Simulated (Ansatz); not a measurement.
Abridged Ansatz (a program for electronic structure) output:

```
Relaxation: its limit of steps is 60 (relax.max_steps)
Pseudopotential: Sr, paw, valence charge 10
Pseudopotential: F, paw, valence charge 7
Crystal: 3 atoms, lattice volume = 48.398 Å³
Basis set: ecut = 420 eV, 941 PW (Γ), exchange–correlation on 60×60×60 points (8 copies of the dense FFT grid, shifted against one another)
Bands: 16, of which v1, the nominal top of the filled ones, is band 12 counted from 1 (11 counted from 0)
Symmetry: 48 space group operations
k-points: 47 of 1000
Functional: x = pbesol(κ = 0.804, μ = 0.12345679012345678), c = pbesol(β = 0.046)
SCF iter   1: F=—  HF=-5099.382017 eV  |F-HF|=—  |Δ(HF+E_count)|=         —  Δρ=1.33e-2  dr2=5.36e-2  ethr=1.77e-3  ⟨swp⟩=9.1  Hψ=5043  notcnv=0
SCF iter   2: F=—  HF=-5099.371883 eV  |F-HF|=—  |Δ(HF+E_count)|=   1.01e-2  Δρ=6.91e-3  dr2=1.35e-2  ethr=2.23e-4  ⟨swp⟩=2.1  Hψ=1840  notcnv=0
SCF 1 converged in 7 iterations: F = -5099.368033 eV  dr2 = 1.21e-9
relax step   1: F+E_penalty+E_count = -5099.36803287 eV  Δ(F+E_penalty+E_count) = +0.000e0 eV  max|allowed force component| = 6.168e-18 eV/Å  Δτ_max = 0.0000 Å  P = -0.991 GPa  Ω = 48.398 Å³  (7 SCF iters, dr2 threshold 1.00e-7 eV, accepted)
[... steps on the carried basis left out ...]
relax step   6: F+E_penalty+E_count = -5099.36110479 eV  Δ(F+E_penalty+E_count) = -1.921e-4 eV  max|allowed force component| = 3.084e-17 eV/Å  Δτ_max = 0.0000 Å  P = -1.989 GPa  Ω = 49.137 Å³  stress off target by 1.07e-2 GPa  SCF on the basis re-selected at this cell (its energy is not comparable with the rows above)  (7 SCF iters)
SCF converged after 7 iterations
Free energy (F): -5099.361105 eV
Internal energy: -5099.361105 eV  (E = F + TS)
E sigma→0 (E₀):  -5099.361105 eV
Fermi energy:    6.411636 eV
--- Forces (eV/Å), atoms counted from 1 ---
  atom   1  Sr    -0.00000000     0.00000000     0.00000000
  atom   2  F     -0.00000000    -0.00000000    -0.00000000
  atom   3  F      0.00000000     0.00000000     0.00000000
--- Stress (GPa, compression-positive) ---
       -1.989291      -0.000000      -0.000000
       -0.000000      -1.989291      -0.000000
       -0.000000       0.000000      -1.989291
  P = ⅓ Tr σ = -1.9893 GPa (-19.893 kbar)
--- Relaxed structure (4 steps of the walk, 4 accepted, 2 SCFs on fresh bases) ---
  cell:  # Å, volume = 49.1371 Å³
    - [-1.464919459457482e-34, 2.9070989931873297, 2.9070989931873297]
    - [2.9070989931873297, -5.222756333717979e-34, 2.9070989931873297]
    - [2.9070989931873297, 2.9070989931873297, -5.286448484129175e-34]
  atoms:
    - { symbol: Sr, position: [2.013153178443988e-34, -1.6929444902849387e-34, -9.762319030697377e-35] }
    - { symbol: F, position: [0.25, 0.25, 0.25] }
    - { symbol: F, position: [0.75, 0.75, 0.75] }
```

**Question.** What was computed, and what are the main results?

**Answer.** SrF2, 3 atoms in the cell, with DFT with PBEsol, PAW potentials and a 420 eV plane-wave cutoff in Ansatz, spin-orbit coupling left out, from a series relaxed to a target (pressure −2 GPa). The last SCF converged to F = -5099.361105 eV, or -1699.7870 eV per atom, at a pressure of -1.99 GPa. The total energy compares only with runs of the same code, potentials and settings.

Load acts through the strain it causes; cell and atoms are relaxed under it. Whether these cells are dynamically stable was not tested. The cell was made from SrF₂ in the fluorite structure (space group Fm-3m, No. 225) by this change: pressure −2 GPa.

Keys are those of Ansatz 0.2.
